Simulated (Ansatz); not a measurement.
# Sb (I4/mcm) in Ansatz: notebook

One crystal, Sb, is run at these levels: PBEsol; tasks: elastic constants, density of states.

Program: Ansatz 0.2.0. These are calculated values, not measurements. Logs are shortened: lines on timing, memory, paths and dates and some standing lists are left out, and cuts for length are marked.

## (1) The structure

Symmetry: I4/mcm, No. 140, tetragonal system. The conventional cell has a = 8.060 Å, b = 8.060 Å, c = 4.051 Å, α = 90.00°, β = 90.00°, γ = 90.00°. Sb (site symmetry m2m) is surrounded by 7 Sb at 3.03 to 3.45 Å.

This isn't the form of Sb at room conditions, which is rhombohedral.

## (2) Elastic constants, PBEsol

Contents of input.yaml:

```yaml
crystal:
  lattice:
    - [-4.0300106443, 4.0300106443, 2.0254867038]
    - [4.0300106443, -4.0300106443, 2.0254867038]
    - [4.0300106443, 4.0300106443, -2.0254867038]
  atoms:
    - { symbol: Sb, position: [0.65126306, 0.15126306, 0.80252612] }
    - { symbol: Sb, position: [0.15126306, 0.34873694, 0.5] }
    - { symbol: Sb, position: [0.34873694, 0.84873694, 0.19747388] }
    - { symbol: Sb, position: [0.84873694, 0.65126306, 0.5] }
hamiltonian:
  xc: pbesol
  pseudopotentials: { kind: paw }
kpoints:
  mp_grid: { grid: [6, 6, 6] }
scf:
  occupations: { method: fermi_dirac, width: 0.05 }
output:
  forces: true
  stress: true
elastic:
  mode: relaxed_ion
  stencil: two_point
```

Potentials or basis: Ansatz PAW.

The run is started by

```console
ansatz run input.yaml --threads 2 --pin off --max-ram 5632MiB --backend cpu --events-out ev --progress --plain --runs-dir out
```

The log of the run:

```text
Warning: RAYON_NUM_THREADS=2 ignored (pool sized by the plan → 2); use --threads N
Engine: ansatz 0.2.0, aarch64-unknown-linux-gnu
Pseudopotentials: kind: paw
Pseudopotential: Sb, paw, valence charge 15, recommended cutoff 420 eV (normal), Sb.paw.azcp
Functional definition: PBEsol
  exchange = pbesol_x
  correlation = pbesol_c
Crystal: 4 atoms, lattice volume = 131.584 Å³
Basis set: ecut = 420 eV, 2571 PW (Γ), exchange–correlation on 90×90×90 points (8 copies of the dense FFT grid, shifted against one another)
Bands: 36, of which v1, the nominal top of the filled ones, is band 30 counted from 1 (29 counted from 0)
Symmetry: 16 space group operations
Space group: I4/mcm (ITA 140), of the structure as read, at distance tolerance 5.1e-5 Å
k-points: 30 of 216
Non-local potential: Sb, projectors of the file, l = 0: 2, l = 1: 2, l = 2: 2, l = 3: 2
PAW form: soft (Blöchl's): semilocal exchange-correlation on the pseudo side does not see the compensation charge
PAW frozen core: Sb, regenerated for the run's functional, and the local potential with it (the file was generated under x = pbe(κ = 0.804, μ = 0.2195149727645171), c = pbe(β = 0.06672455060314922))
PAW one-centre angular grid: Sb, 590 points (default); XC on 64 Gauss nodes
Initial density: superposition of atomic densities (neutral atoms: chi_scale 0, normalization atom), corrected by the library's trained network
Initial wavefunctions: pseudopotential atomic-orbital guess
Functional: x = pbesol(κ = 0.804, μ = 0.12345679012345678), c = pbesol(β = 0.046)
SCF iter   1: F=—  HF=-25631.213384 eV  |F-HF|=—  |Δ(HF+E_count)|=         —  Δρ=2.67e-3  dr2=4.84e-3  ethr=1.77e-3  ⟨swp⟩=7.4  Hψ=4571  notcnv=0  defer=1
preconditioner: auto → LDOS  [metal: Δε(μ)=0.005 eV  Ē_g=7.565 eV  σ=0.050 eV  W_gap=0.02  n_scr=36 (ndim 8)  ℏωp=14.5 eV  f_vac=0.110  D(μ)=4.08/eV (n_scr^D=36)  β→1.0]
SCF iter   2: F=—  HF=-25631.210828 eV  |F-HF|=—  |Δ(HF+E_count)|=   2.56e-3  Δρ=5.59e-4  dr2=4.08e-4  ethr=8.07e-6  ⟨swp⟩=2.1  Hψ=2289  notcnv=0  defer=6
SCF iter   3: F=—  HF=-25631.210833 eV  |F-HF|=—  |Δ(HF+E_count)|=   4.69e-6  Δρ=3.43e-4  dr2=1.99e-4  ethr=6.80e-7  ⟨swp⟩=2.1  Hψ=1983  notcnv=0  defer=6
SCF iter   4: F=—  HF=-25631.210782 eV  |F-HF|=—  |Δ(HF+E_count)|=   5.15e-5  Δρ=1.23e-4  dr2=1.82e-5  ethr=3.32e-7  ⟨swp⟩=2.6  Hψ=1968  notcnv=0  defer=6
SCF iter   5: F=—  HF=-25631.210771 eV  |F-HF|=—  |Δ(HF+E_count)|=   1.06e-5  Δρ=2.44e-5  dr2=1.44e-6  ethr=3.04e-8  ⟨swp⟩=2.0  Hψ=1975  notcnv=0  defer=6
[... 467 lines left out ...]
  k-point 1: bands = ["-20.5603", "-20.5564", "-20.5215", "-20.5201", "-20.5126", "-20.5044", "-20.4893", "-20.4749", "-20.4746", "-20.4665", "-20.4522", "-20.4517", "-20.4312", "-20.4291", "-20.4209", "-20.4191", "-20.4185", "-20.4128", "-20.3990", "-20.3546", "-3.9219", "-0.9458", "0.5766", "0.7962", "4.1365", "6.2871", "6.8071", "7.1986", "7.6910", "8.1063", "8.2471", "8.4633", "11.0381", "11.2897", "12.3376", "12.5064"]
  k-point 2: bands = ["-20.5688", "-20.5580", "-20.5263", "-20.5152", "-20.5081", "-20.4977", "-20.4954", "-20.4825", "-20.4727", "-20.4665", "-20.4493", "-20.4439", "-20.4400", "-20.4277", "-20.4215", "-20.4179", "-20.4175", "-20.4030", "-20.3936", "-20.3641", "-3.6761", "-1.6859", "0.6370", "1.0117", "5.1409", "5.6830", "6.3971", "6.7426", "7.6727", "8.4942", "8.6269", "9.5719", "10.8882", "11.6015", "12.5139", "12.5166"]
  k-point 29: bands = ["-20.6089", "-20.5331", "-20.5077", "-20.5006", "-20.4964", "-20.4891", "-20.4880", "-20.4880", "-20.4858", "-20.4858", "-20.4590", "-20.4590", "-20.4424", "-20.4347", "-20.4186", "-20.4156", "-20.4156", "-20.3820", "-20.3791", "-20.3791", "-2.6631", "-1.9891", "-1.9891", "3.2971", "4.2916", "5.6445", "7.2280", "7.2280", "8.5577", "9.5223", "10.4230", "10.4230", "10.4935", "10.6015", "10.6015", "11.1682"]
--- Elastic constants: 4 strain directions × 2 members + reference (group order 16) ---
  dense FFT box of the reference and of every strained cell: 45×45×45
  strains applied: 11, 33, 23, 12; error gains: componentwise 1.00 (the most a stress slope's error grows in a printed constant), spectral 1.41 (1 for all six strains in a standard setting)
  reference relaxed by the batch: 5 steps; max|allowed force component| 6.65e-2 eV/Å at the deck's positions, 1.66e-5 at the last accepted step, 1.66e-5 by the solve of record
  largest displacement 2.5e-2 Å; the constants are those of the deck's cell at these positions:
  atoms:
    - { symbol: Sb, position: [0.6490896188691979, 0.14908961886919786, 0.7981792377383958] }
    - { symbol: Sb, position: [0.14908961886919786, 0.3509103811308022, 0.5] }
    - { symbol: Sb, position: [0.3509103811308023, 0.8509103811308024, 0.2018207622616043] }
    - { symbol: Sb, position: [0.8509103811308022, 0.6490896188691979, 0.5] }
  C = ∂σ_k/∂η_j (tension-positive GPa; Voigt order 11 22 33 23 13 12):
        28.236     30.379     42.114      0.000     -0.000      0.000
        30.379     28.236     42.114      0.000     -0.000      0.000
        42.310     42.310     81.842      0.000     -0.000     -0.000
        -0.000     -0.000      0.000    -27.717      0.000      0.000
         0.000      0.000     -0.000      0.000    -27.717      0.000
        -0.000      0.000      0.000      0.000     -0.000     -4.550
  reference stress σ⁰ (GPa):      0.205      0.205      0.030      0.000     -0.000      0.000
  C* (energy form; C + prestress term) asymmetry max|C*_kj − C*_jk| = 2.000e-2 GPa — a small one proves nothing (zero by symmetry where the batch's group is 432, −43m or m−3m); a large one is finite-difference/SCF noise where every solve meets its electron count
  moduli (Voigt/Reuss/Hill, GPa): K = 40.88/23.08/31.98   G = -10.43/-4.87/-7.65   E = -24.94   ν = 0.630
  mechanically stable: NO (min eigenvalue of sym C = -27.72 GPa)
  strain η (Voigt 11):  stress-route row diagonal C_11 = 28.24 GPa, energy-path curvature d²(F+E_count+ΔE)/dδ²/Ω₀ = 28.21 GPa
         δ    σ_11 (GPa)             F (eV)   n_scf  n_hpsi   n_pw
    -2.000e-3       0.1483      -25631.2159371       3   18811   2582   relax 4 steps, max|allowed force component| 6.24e-6 eV/Å
     2.000e-3       0.2613      -25631.2152717       3   18839   2603   relax 3 steps, max|allowed force component| 1.15e-6 eV/Å
  strain η (Voigt 33):  stress-route row diagonal C_33 = 81.84 GPa, energy-path curvature d²(F+E_count+ΔE)/dδ²/Ω₀ = 81.86 GPa
         δ    σ_33 (GPa)             F (eV)   n_scf  n_hpsi   n_pw
    -2.000e-3      -0.1335      -25631.2155681       3   12203   2587   relax 2 steps, max|allowed force component| 1.26e-5 eV/Å
     2.000e-3       0.1939      -25631.2154720       3   12252   2599   relax 2 steps, max|allowed force component| 3.43e-5 eV/Å
  strain η (Voigt 23):  stress-route row diagonal C_44 = -27.72 GPa, energy-path curvature d²(F+E_count+ΔE)/dδ²/Ω₀ = -28.32 GPa
         δ    σ_23 (GPa)             F (eV)   n_scf  n_hpsi   n_pw
    -2.000e-3       0.0554      -25631.2156981       3   27894   2597   relax 5 steps, max|allowed force component| 4.12e-5 eV/Å
     2.000e-3      -0.0554      -25631.2156981       3   27859   2597   relax 4 steps, max|allowed force component| 8.73e-6 eV/Å
  strain η (Voigt 12):  stress-route row diagonal C_66 = -4.55 GPa, energy-path curvature d²(F+E_count+ΔE)/dδ²/Ω₀ = -4.67 GPa
         δ    σ_12 (GPa)             F (eV)   n_scf  n_hpsi   n_pw
    -2.000e-3       0.0091      -25631.2156577       3   18886   2601   relax 3 steps, max|allowed force component| 2.59e-6 eV/Å
     2.000e-3      -0.0091      -25631.2156577       3   18861   2601   relax 3 steps, max|allowed force component| 2.93e-7 eV/Å
```

It took 4.2 min on 2 threads of Arm Neoverse V1, shared host; peak memory 0.63 GiB.

What came out:

```
Free energy            : -25631.2157 eV
Pressure               : -0.1 GPa
Band gap on the k mesh : none (metal or under the smearing width)
Voigt bulk modulus     : 41 GPa
```

Stress tensor (GPa, compression positive):
```
-0.20  0.00  0.00
 0.00 -0.20  0.00
 0.00  0.00 -0.03
```

Elastic tensor in Voigt notation (GPa, in the Cartesian axes of the cell as first typed):
```
 28  30  42   0   0   0
 30  28  42   0   0   0
 42  42  82   0   0   0
  0   0   0 -28   0   0
  0   0   0   0 -28   0
  0   0   0   0   0  -5
```

Caveat: the elastic tensor has a negative eigenvalue, so either the cell is unstable as it stands or the mesh is too thin; the PAW data sets come from PBE, with cores solved anew for the run's functional, which leaves a small shift of forces and pressure. Spin-orbit coupling is left out, which matters for the levels of Sb.

## (3) Density of states, PBEsol

Edit input.yaml of step 2 so:

```diff
@@ -17,2 +17,3 @@
   occupations: { method: fermi_dirac, width: 0.05 }
+  n_extra_bands: 10
 output:
@@ -20,4 +21,3 @@
   stress: true
-elastic:
-  mode: relaxed_ion
-  stencil: two_point
+  eigenvalues: true
+  dos: { projected: false, de: 0.05, nscf_kmesh: { grid: [9, 9, 9] } }
```

Potentials or basis: Ansatz PAW.

The run is started by

```console
ansatz run input.yaml --threads 2 --pin off --max-ram 5632MiB --backend cpu --events-out ev --progress --plain --runs-dir out
```

The log of the run:

```text
Warning: RAYON_NUM_THREADS=2 ignored (pool sized by the plan → 2); use --threads N
scf.n_extra_bands = 10 over 30 filled bands (N_el = 60.0): the run solves 40 bands
[... 6 set-up lines as earlier in the session ...]
Crystal: 4 atoms, lattice volume = 131.584 Å³
Basis set: ecut = 420 eV, 2571 PW (Γ), exchange–correlation on 90×90×90 points (8 copies of the dense FFT grid, shifted against one another)
Bands: 40, of which v1, the nominal top of the filled ones, is band 30 counted from 1 (29 counted from 0)
[... 2 set-up lines as earlier in the session ...]
k-points: 30 of 216
[... 7 set-up lines as earlier in the session ...]
SCF iter   1: F=—  HF=-25631.213394 eV  |F-HF|=—  |Δ(HF+E_count)|=         —  Δρ=2.65e-3  dr2=4.71e-3  ethr=1.77e-3  ⟨swp⟩=8.3  Hψ=5661  notcnv=0  defer=44
preconditioner: auto → LDOS  [metal: Δε(μ)=0.005 eV  Ē_g=9.172 eV  σ=0.050 eV  W_gap=0.02  n_scr=36 (ndim 8)  ℏωp=14.5 eV  f_vac=0.110  D(μ)=4.08/eV (n_scr^D=36)  β→1.0]
SCF iter   2: F=—  HF=-25631.210814 eV  |F-HF|=—  |Δ(HF+E_count)|=   2.58e-3  Δρ=5.37e-4  dr2=3.88e-4  ethr=7.85e-6  ⟨swp⟩=2.3  Hψ=2456  notcnv=0  defer=84
SCF iter   3: F=—  HF=-25631.210841 eV  |F-HF|=—  |Δ(HF+E_count)|=   2.63e-5  Δρ=3.52e-4  dr2=2.18e-4  ethr=6.46e-7  ⟨swp⟩=2.0  Hψ=2021  notcnv=0  defer=84
SCF iter   4: F=—  HF=-25631.210782 eV  |F-HF|=—  |Δ(HF+E_count)|=   5.84e-5  Δρ=1.16e-4  dr2=1.73e-5  ethr=3.63e-7  ⟨swp⟩=2.6  Hψ=2009  notcnv=0  defer=84
SCF iter   5: F=—  HF=-25631.210717 eV  |F-HF|=—  |Δ(HF+E_count)|=   6.55e-5  Δρ=2.47e-5  dr2=1.40e-6  ethr=2.89e-8  ⟨swp⟩=2.0  Hψ=2018  notcnv=0  defer=84
SCF iter   6: F=-25631.210716 eV  HF=-25631.210716 eV  |F-HF|=2.23e-8  |Δ(HF+E_count)|=   2.29e-7  Δρ=4.93e-6  dr2=5.81e-8  ethr=1.67e-10  ⟨swp⟩=9.4  Hψ=6301  notcnv=0
SCF 1 converged in 6 iterations: F = -25631.210716 eV  dr2 = 5.81e-8
NSCF: frozen V_eff on 75 k-points
SCF converged after 6 iterations
Free energy (F): -25631.210716 eV
Harris-Foulkes:  -25631.210716 eV  (|F-HF|=2.23e-8)
Internal energy: -25631.178612 eV  (E = F + TS)
E sigma→0 (E₀):  -25631.194664 eV
Entropy (-TS):   -0.032104 eV (-8.026 meV/atom)
Fermi energy:    8.605205 eV
--- Per-component energies (eV) ---
  E_band       = -751.569016
  E_kinetic    = 828.972563
  E_local      = -7266.002904  (includes V_loc(G=0)·N_el)
  E_nonlocal   = 1455.014843
  E_hartree    = 3294.702029
  E_xc         = -549.682828
  E_vxc        = -386.025643  (∫ρ·V_xc dr)
  E_paw        = -17996.751666  (= ΣΔE_a)
  E_vpaw       = -1972.924605  (= ΣTr[D̂ρ^β])
  E_aug_tail   = -0.000007  (compensation charges beyond the density's cutoff)
  E_ewald      = -5398.758071
  E_core_change = 1.327428  (= ΣΔE_core)
  E_smearing   = -0.032104  (= −TS)
  E_closure    = -0.000000  (closes the sum)
  Σ components = -25631.210716   (vs F -25631.210716, Δ=0.00e0)
--- Forces (eV/Å), atoms counted from 1 ---
  atom   1  Sb    -0.06651276    -0.06651276    -0.00000000
  atom   2  Sb     0.06651276    -0.06651276     0.00000000
  atom   3  Sb     0.06651276     0.06651276     0.00000000
  atom   4  Sb    -0.06651276     0.06651276    -0.00000000
  max |Σ_I F_I| component: 2.78e-17 eV/Å
--- Stress (GPa, compression-positive) ---
       -0.532130      -0.000000       0.000000
       -0.000000      -0.532130      -0.000000
        0.000000      -0.000000      -0.264544
  P = ⅓ Tr σ = -0.4429 GPa (-4.429 kbar)
--- Band table (eV; the first three rows and the last of 30) ---
  k-point 0: bands = ["-20.5670", "-20.5670", "-20.5266", "-20.5209", "-20.5209", "-20.5207", "-20.4918", "-20.4763", "-20.4701", "-20.4701", "-20.4679", "-20.4655", "-20.4349", "-20.4349", "-20.4302", "-20.4294", "-20.4294", "-20.4199", "-20.4177", "-20.3522", "-3.9685", "-0.6082", "0.6156", "0.6156", "3.7535", "6.9835", "7.4076", "7.4076", "7.5255", "7.6130", "7.6130", "8.1652", "11.1460", "11.1460", "11.7990", "12.0247", "14.2636", "15.3298", "15.6383", "15.6383"]
  k-point 1: bands = ["-20.5706", "-20.5678", "-20.5284", "-20.5239", "-20.5191", "-20.5112", "-20.4963", "-20.4831", "-20.4767", "-20.4681", "-20.4629", "-20.4579", "-20.4418", "-20.4355", "-20.4295", "-20.4252", "-20.4247", "-20.4220", "-20.4125", "-20.3557", "-3.8707", "-1.0491", "0.6455", "0.8002", "4.1906", "6.2980", "6.8835", "7.1472", "7.6039", "8.0872", "8.3170", "8.4984", "10.9858", "11.2049", "12.2790", "12.4219", "13.7156", "14.5186", "15.5346", "15.6530"]
  k-point 2: bands = ["-20.5772", "-20.5694", "-20.5329", "-20.5183", "-20.5146", "-20.5049", "-20.5014", "-20.4912", "-20.4787", "-20.4709", "-20.4553", "-20.4537", "-20.4522", "-20.4339", "-20.4304", "-20.4266", "-20.4235", "-20.4063", "-20.4058", "-20.3656", "-3.6134", "-1.7625", "0.7082", "0.9803", "5.1831", "5.6799", "6.4654", "6.7030", "7.5859", "8.5100", "8.6172", "9.6232", "10.9611", "11.5279", "12.5041", "12.5042", "12.7787", "13.9033", "15.1294", "15.7398"]
  k-point 29: bands = ["-20.6165", "-20.5381", "-20.5142", "-20.5083", "-20.5059", "-20.5009", "-20.4954", "-20.4954", "-20.4917", "-20.4917", "-20.4656", "-20.4656", "-20.4550", "-20.4418", "-20.4263", "-20.4219", "-20.4219", "-20.3932", "-20.3814", "-20.3814", "-2.4741", "-2.0736", "-2.0736", "3.3099", "4.2549", "5.6829", "7.2209", "7.2209", "8.6650", "9.3276", "10.3341", "10.5191", "10.5191", "10.5893", "10.5893", "11.3867", "12.3768", "13.5993", "14.0855", "14.9990"]
```

dos.tsv:

```text
# E-E_F[eV]	g_bin_mean(E)[states/eV]	N(E)
# format = ansatz-dos/2
# fermi_ev = 8.561831
# fermi_mp_grid = 9 9 9
# fermi_mp_shift = 0 0 0
# nscf_kmesh_grid = 9 9 9
# nscf_kmesh_shift = 0 0 0
# tetrahedron_fermi_ev = 8.558674
# g_bin_mean(E): the states in a bin one row spacing wide, centred on E, divided by that spacing. States that the method places at a single energy (under output.dos.method: tetrahedron, those of a tetrahedron whose four corners have one energy) are counted whole in the row whose bin holds that energy (on the edge of two bins, in the lower row). The sum of g_bin_mean over a run of rows, times the row spacing, is the number of states from half a spacing under the first of them to half a spacing over the last (a plain sum, not the trapezoid rule).
-29.677134	0.000000e0	0.000000e0
-29.627134	0.000000e0	0.000000e0
-29.577134	0.000000e0	0.000000e0
-29.527134	0.000000e0	0.000000e0
-29.477134	0.000000e0	0.000000e0
-29.427134	0.000000e0	0.000000e0
[... 765 lines left out ...]
8.872866	0.000000e0	8.000000e1
8.922866	0.000000e0	8.000000e1
```

It took 9 s on 2 threads of Arm Neoverse V1, shared host; peak memory 0.47 GiB.

What came out:

- Free energy: -25631.2107 eV
- Pressure: -0.4 GPa
- Largest force: 0.094 eV/Å
- Band gap on the k mesh: none (metal or under the smearing width)
- Density of states at the Fermi level: 2.63 states/eV per cell

Forces on the atoms (eV/Å):
```
Sb  -0.067 -0.067  0.000
Sb   0.067 -0.067  0.000
Sb   0.067  0.067  0.000
Sb  -0.067  0.067  0.000
```

States per cell in windows of 1 eV (zero at the Fermi level; states under -8 eV left out):
```tsv
from (eV)	total
-8.0	1.08
-7.0	0.35
-6.0	0.23
-5.0	1.65
-4.0	2.46
-3.0	2.71
-2.0	2.54
-1.0	2.33
0.0	2.63
1.0	2.44
2.0	2.63
3.0	2.76
4.0	2.52
5.0	1.82
6.0	2.71
7.0	2.29
```

Caveat: the PAW data sets come from PBE, with cores solved anew for the run's functional, which leaves a small shift of forces and pressure. Spin-orbit coupling is left out, which matters for the levels of Sb.
